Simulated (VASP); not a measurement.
# MnO (Manganosite) (Fm-3m) in VASP: settings compared

One crystal, MnO (Manganosite), is run at these levels: PBE, r2SCAN; tasks: relaxation of cell and atoms, single point.

Everything below comes from runs of VASP 6.6.1. Logs are shortened: lines on timing, memory, paths and dates and some standing lists are left out, and cuts for length are marked.

## (1) The crystal as given

The structure is cubic, space group Fm-3m (No. 225). The conventional cell has a = 4.438 Å, b = 4.438 Å, c = 4.438 Å, α = 90.00°, β = 90.00°, γ = 90.00°. Around Mn (site symmetry m-3m) lie 6 O at 2.22 Å. Around O (site symmetry m-3m) lie 6 Mn at 2.22 Å.

## (2) Relaxation of cell and atoms, PBE, collinear spin, ferromagnetic start

The input, INCAR:

```
ALGO = Normal ; AMIX = 0.2
AMIX_MAG = 0.8 ; BMIX = 1E-4
BMIX_MAG = 1E-4 ; EDIFF = 1E-7
EDIFFG = -0.005 ; ENCUT = 600
GGA = PE ; IBRION = 2
ISIF = 3 ; ISMEAR = 0
ISPIN = 2 ; LASPH = T
LCHARG = F ; LMAXMIX = 4
LORBIT = 11 ; LREAL = F
LWAVE = F ; MAGMOM = 5 0
NELM = 150 ; NSW = 90
PREC = Accurate ; SIGMA = 0.03
```

The input, KPOINTS:

```
k-points
0
Gamma
  14 14 14
```

The input, POSCAR:

```
MnO                                     
1.0
   -0.0000000000      2.2187873741      2.2187873741
    2.2187873741      0.0000000000      2.2187873741
    2.2187873741      2.2187873741     -0.0000000000
  Mn              O             
     1     1
Direct
     1.0000000000000000    1.0000000000000000    0.0000000000000000
     0.5000000000000000    0.5000000000000000    0.5000000000000000
```

Potentials or basis: VASP PAW PBE potentials, release 64 (Mn_pv, O).

Launch:

```sh
cat potpaw_PBE.64/Mn_pv/POTCAR potpaw_PBE.64/O/POTCAR > POTCAR
mpirun -np 1 vasp_std > vasp.out
```

OUTCAR:

```text
AMIX = 0.2
   AMIX_MAG = 0.8
   EDIFF = 1E-7
   EDIFFG = -0.005
   ENCUT = 600
   GGA = PE
   IBRION = 2
   ISIF = 3
   ISMEAR = 0
   ISPIN = 2
   LASPH = T
   LORBIT = 11
   LREAL = F
   NELM = 150
   NSW = 90
   PREC = Accurate

 ion  position               nearest neighbor table
   1  0.000  0.000  0.000-   2 2.22   2 2.22   2 2.22   2 2.22   2 2.22   2 2.22
   2  0.500  0.500  0.500-   1 2.22   1 2.22   1 2.22   1 2.22   1 2.22   1 2.22

  LATTYP: Found a face centered cubic cell.
 ALAT       =     4.4375747482

  Lattice vectors:

 A1 = (   0.0000000000,   2.2187873741,   2.2187873741)
 A2 = (   2.2187873741,   0.0000000000,   2.2187873741)
 A3 = (   2.2187873741,   2.2187873741,   0.0000000000)

Analysis of symmetry for initial positions (statically):
=====================================================================
 Subroutine PRICEL returns:
 Original cell was already a primitive cell.

 Routine SETGRP: Setting up the symmetry group for a
 face centered cubic supercell.

 Subroutine GETGRP returns: Found 48 space group operations
 (whereof 48 operations were pure point group operations)
 out of a pool of 48 trial point group operations.

The static configuration has the point symmetry O_h .

Analysis of symmetry for dynamics (positions and initial velocities):
=====================================================================
 Subroutine PRICEL returns:
 Original cell was already a primitive cell.

 Routine SETGRP: Setting up the symmetry group for a
 face centered cubic supercell.

 Subroutine GETGRP returns: Found 48 space group operations
 (whereof 48 operations were pure point group operations)
 out of a pool of 48 trial point group operations.

The dynamic configuration has the point symmetry O_h .

Analysis of structural, dynamic, and magnetic symmetry:
=====================================================================
 Subroutine PRICEL returns:
 Original cell was already a primitive cell.

 Routine SETGRP: Setting up the symmetry group for a
 face centered cubic supercell.

 Subroutine GETGRP returns: Found 48 space group operations
 (whereof 48 operations were pure point group operations)
 out of a pool of 48 trial point group operations.

The overall configuration has the point symmetry O_h .

 Subroutine INISYM returns: Found 48 space group operations
 (whereof 48 operations are pure point group operations),
 and found     1 'primitive' translations

----------------------------------------------------------------------------------------

                                     Primitive cell

  volume of cell :      21.8463

  direct lattice vectors                    reciprocal lattice vectors
     0.000000000  2.218787374  2.218787374    -0.225348317  0.225348317  0.225348317
     2.218787374  0.000000000  2.218787374     0.225348317 -0.225348317  0.225348317
     2.218787374  2.218787374  0.000000000     0.225348317  0.225348317 -0.225348317

  length of vectors
     3.137839196  3.137839196  3.137839196     0.390314734  0.390314734  0.390314734

  position of ions in fractional coordinates (direct lattice)
     0.000000000  0.000000000  0.000000000
     0.500000000  0.500000000  0.500000000

  ion indices of the primitive-cell ions
   primitive index   ion index
                 1           1
                 2           2

----------------------------------------------------------------------------------------

 KPOINTS: k-points

Automatic generation of k-mesh.
 Grid dimensions read from file:
 generate k-points for:   14   14   14

 Generating k-lattice:

  Cartesian coordinates                     Fractional coordinates (reciprocal lattice)
    -0.016096308  0.016096308  0.016096308     0.071428571  0.000000000  0.000000000
[... 88 lines left out ...]
   LEPSILON=     F    determine dielectric tensor
   LRPA    =     F    only Hartree local field effects (RPA)
 conjugate gradient relaxation of ions
 spin polarized calculation
 Gauss-broadening in eV      SIGMA  =   0.03
  energy-cutoff  :      600.00
  volume of cell :       21.85
 maximum number of plane-waves:       748
 NGX is ok and might be reduce to    28
   NGX = 13   NGY = 13   NGZ = 13

--------------------------------------- Ionic step        1  -------------------------------------------

 number of electron      18.9999999 magnetization       4.7407162

 Free energy of the ion-electron system (eV)
  ---------------------------------------------------
  ext. energy  EPLUGINS =         0.00000000
  ---------------------------------------------------
  free energy    TOTEN  =       -16.40413400 eV

  energy without entropy =      -16.40365337  energy(sigma->0) =      -16.40389368

------------------------ aborting loop because EDIFF is reached ----------------------------------------

  FORCE on cell =-STRESS in cart. coord.  units (eV):
  Direction    XX          YY          ZZ          XY          YZ          ZX
  --------------------------------------------------------------------------------------
  -------------------------------------------------------------------------------------
  Total        0.0145275      0.0145275      0.0145275      0.0000000      0.0000000      0.0000000
  in kB        1.0654323      1.0654323      1.0654323      0.0000000      0.0000000      0.0000000
  external PRESSURE =       1.0654323 kB  Pullay stress =       0.0000000 kB

 VOLUME and BASIS-vectors are now :
 -----------------------------------------------------------------------------
  energy-cutoff  :      600.00
  volume of cell :       21.85
      direct lattice vectors                 reciprocal lattice vectors
     0.000000000  2.218787374  2.218787374    -0.225348317  0.225348317  0.225348317
     2.218787374  0.000000000  2.218787374     0.225348317 -0.225348317  0.225348317
     2.218787374  2.218787374  0.000000000     0.225348317  0.225348317 -0.225348317

 POSITION                                       TOTAL-FORCE (eV/Angst)
 -----------------------------------------------------------------------------------
      0.00000      0.00000      0.00000         0.000000     -0.000000      0.000000
      2.21879      2.21879      2.21879         0.000000      0.000000     -0.000000
 -----------------------------------------------------------------------------------
    total drift:                                0.000000      0.000000      0.000000

  FREE ENERGIE OF THE ION-ELECTRON SYSTEM (eV)
  ---------------------------------------------------
  free  energy   TOTEN  =       -16.4041340014 eV

  energy  without entropy=      -16.4036533658  energy(sigma->0) =      -16.40389368

--------------------------------------- Ionic step        2  -------------------------------------------

 number of electron      18.9999999 magnetization       4.7416800

 Free energy of the ion-electron system (eV)
  ---------------------------------------------------
  ext. energy  EPLUGINS =         0.00000000
  ---------------------------------------------------
  free energy    TOTEN  =       -16.40414052 eV

  energy without entropy =      -16.40364496  energy(sigma->0) =      -16.40389274

 E-fermi :   7.6069     XC(G=0): -11.8908

 val. band max:        7.6037272370   @ k =  -0.2143   0.2857   0.0714
 cond. band min:       7.6129883433   @ k =  -0.2857   0.2143   0.0714
 fundamental gap:      0.0092611063
 Fermi energy:         7.6068873064

 spin component 1

 k-point     1 :       0.0000    0.0000    0.0000
  band No.  band energies     occupation
      1     -42.7755      1.00000
      2     -42.7755      1.00000
      3     -42.7755      1.00000
      4     -12.7205      1.00000
      5       3.8188      1.00000
      6       3.8188      1.00000
[... 435 lines left out ...]
      5       0.8300      1.00000
      6       2.2930      1.00000
[... 8 lines left out ...]
     15      19.9872      0.00000
     16      21.3572      0.00000

 [... further k-points ...]

 spin component 2

 k-point     1 :       0.0000    0.0000    0.0000
  band No.  band energies     occupation
      1     -38.1334      1.00000
      2     -38.1334      1.00000
      3     -38.1334      1.00000
      4     -12.2858      1.00000
      5       4.1982      1.00000
      6       4.1982      1.00000
[... 435 lines left out ...]
      5       1.7103      1.00000
      6       3.2729      1.00000
[... 8 lines left out ...]
     15      21.7043      0.00000
     16      22.8418      0.00000

 [... further k-points ...]

------------------------ aborting loop because EDIFF is reached ----------------------------------------

  FORCE on cell =-STRESS in cart. coord.  units (eV):
  Direction    XX          YY          ZZ          XY          YZ          ZX
  --------------------------------------------------------------------------------------
  -------------------------------------------------------------------------------------
  Total       -0.0023084     -0.0023084     -0.0023084     -0.0000000      0.0000000     -0.0000000
  in kB       -0.1691193     -0.1691193     -0.1691193     -0.0000000      0.0000000     -0.0000000
  external PRESSURE =      -0.1691193 kB  Pullay stress =       0.0000000 kB

 VOLUME and BASIS-vectors are now :
 -----------------------------------------------------------------------------
  energy-cutoff  :      600.00
  volume of cell :       21.87
      direct lattice vectors                 reciprocal lattice vectors
     0.000000000  2.219564890  2.219564890    -0.225269377  0.225269377  0.225269377
     2.219564890 -0.000000000  2.219564890     0.225269377 -0.225269377  0.225269377
     2.219564890  2.219564890  0.000000000     0.225269377  0.225269377 -0.225269377

 POSITION                                       TOTAL-FORCE (eV/Angst)
 -----------------------------------------------------------------------------------
      2.21956      2.21956      0.00000         0.000000      0.000000      0.000000
      2.21956      2.21956      2.21956         0.000000     -0.000000     -0.000000
 -----------------------------------------------------------------------------------
    total drift:                                0.000000      0.000000      0.000000

  FREE ENERGIE OF THE ION-ELECTRON SYSTEM (eV)
  ---------------------------------------------------
  free  energy   TOTEN  =       -16.4041405168 eV

  energy  without entropy=      -16.4036449618  energy(sigma->0) =      -16.40389274

 reached required accuracy - stopping structural energy minimisation

 total charge

# of ion       s       p       d       tot
------------------------------------------
    1        0.203   6.177   4.978  11.359
    2        1.558   3.417   0.000   4.974
--------------------------------------------------
tot          1.761   9.594   4.978  16.334

 magnetization (x)

# of ion       s       p       d       tot
------------------------------------------
    1        0.034   0.026   4.251   4.311
    2        0.030   0.167   0.000   0.198
--------------------------------------------------
tot          0.065   0.193   4.251   4.508
```

It took 66 s on 1 thread of Intel Xeon 6975P-C (Granite Rapids), shared host; peak memory 0.22 GiB.

What came out:

| Item | Value |
| --- | --- |
| Free energy | -16.4041 eV |
| Relaxed volume | 10.93 Å³/atom |
| Relaxed cell | a = 3.139 Å, b = 3.139 Å, c = 3.139 Å, α = 60.00°, β = 60.00°, γ = 60.00° |
| Space group after relaxing (to 0.05 Å) | Fm-3m (No. 225) |
| Energy gained by relaxing | 0.0 meV/atom |
| Ionic steps | 2 |
| Pressure after relaxing | 0.0 GPa |
| Band gap on the k mesh | none (metal or under the smearing width) |
| Net moment | 4.74 μB per cell |
| Site moments | Mn +4.31; O +0.20 μB |
| Valence electrons inside the program's atomic spheres | Mn 11.36; O 4.97 |

Final structure:
```xyz
2
Lattice="0.0000 2.2196 2.2196 2.2196 0.0000 2.2196 2.2196 2.2196 0.0000" Properties=species:S:1:pos:R:3 pbc="T T T"
Mn    2.2196    2.2196    0.0000
O     2.2196    2.2196    2.2196
```

Caveat: a cell with one magnetic atom can't hold antiferromagnetic order, which such compounds often take; semilocal functionals often make such compounds metallic where correlation or magnetic order opens a gap, which also shifts bond lengths. With open d or f shells a metallic result of PBE can be an artefact of self-interaction; +U or a hybrid may open a gap.

(Continued in part 2 of 2.)
